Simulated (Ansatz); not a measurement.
Runs of Ansatz 0.2.0 on Au. Symmetry: Cmcm, No. 63, orthorhombic system. Conventional cell: a = 2.823 Å, b = 5.112 Å, c = 4.893 Å, α = 90.00°, β = 90.00°, γ = 90.00°. Au (site symmetry m2m) is surrounded by 12 Au at 2.82 to 2.97 Å. This isn't the form of Au at room conditions, which is fcc.

```tsv
task	potentials or basis	spin	k mesh	cutoff (eV)	basis error allowed	pressure (GPa)	V0 of scaled cells (Å³/atom)	B0 (GPa)	largest force (eV/Å)
single point	all-electron LAPW, scalar-relativistic	off	11 × 11 × 6	261	0.001 eV/atom	-5.3	-	-	(a)
equation of state	all-electron LAPW, scalar-relativistic	off	11 × 11 × 6	-	0.0005 eV/atom	-	17.07	172	-
equation of state	all-electron LAPW, scalar-relativistic	off	11 × 11 × 6	-	0.001 eV/atom	-	17.07	172	-
band structure	all-electron LAPW, relativistic spinors	SOC, no magnetisation	8 × 8 × 4	261	0.001 eV/atom	-6.3	-	-	0.01
band structure	all-electron LAPW, scalar-relativistic	off	8 × 8 × 4	261	0.001 eV/atom	-4.8	-	-	0.01
```

Alike in all rows: level PBEsol; cell as given; smearing fermi-dirac 0.05 eV.

**Question.** Estimate the missing entries.

**Answer.** (a) 0.02.

Caveats: the cell was scaled at fixed shape and fractional positions, which overstates the stiffness of a crystal with free parameters, most of all of layers and chains (some runs); the k mesh is thin for a metal, which can move the energy by tens of meV per atom (some runs).

Not every run made on this cell is shown here.
